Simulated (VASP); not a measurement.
Rh: relaxation of the atoms with PBE

Rh:

```
Rh
1.0
     0.00000    1.91173    1.91173
     1.91173    0.00000    1.91173
     1.91173    1.91173    0.00000
Rh
1
Cartesian
  0.0000 0.0000 0.0000
```

```
Program                : VASP 6.6.1
Task                   : relaxation of the atoms
Functional             : PBE
Potentials or basis    : VASP PAW PBE potentials, release 64 (Rh)
Cutoff                 : 300 eV
k mesh                 : 8 × 8 × 8
Occupations            : methfessel-paxton, width 0.1 eV
Spin                   : no spin polarisation
Further INCAR settings : ALGO = Normal; EDIFF = 1e-07; IBRION = 2; EDIFFG = -0.01; NSW = 40
```

| Quantity | Value |
| --- | --- |
| Pressure after relaxing | 0.0 GPa |
| Band gap on the k mesh | none (metal or under the smearing width) |

Final structure:
```xyz
1
Lattice="0.0000 1.9117 1.9117 1.9117 0.0000 1.9117 1.9117 1.9117 0.0000" Properties=species:S:1:pos:R:3 pbc="T T T"
Rh    0.0000    0.0000    0.0000
```

Levels at points of the mesh, in eV from the Fermi level:
```csv
k point,band 1,band 2,band 3,band 4,band 5,band 6,band 7,band 8
"(0.00, 0.00, 0.00)",-7.85,-3.01,-3.01,-3.01,-0.97,-0.97,15.99,16.21
"(0.50, 0.00, 0.00)",-5.99,-3.08,-3.08,0.55,0.55,0.74,8.47,15.49
"(0.50, 0.50, 0.00)",-6.16,-5.81,0.52,0.95,0.95,3.22,12.07,13.18
```

Run time: 3 s on 1 thread of Intel(R) Xeon(R) Platinum 8488C (Sapphire Rapids), on a shared host, peak memory 0.1 GiB.

Caveat: the relaxation stopped at its first step, so nothing moved.
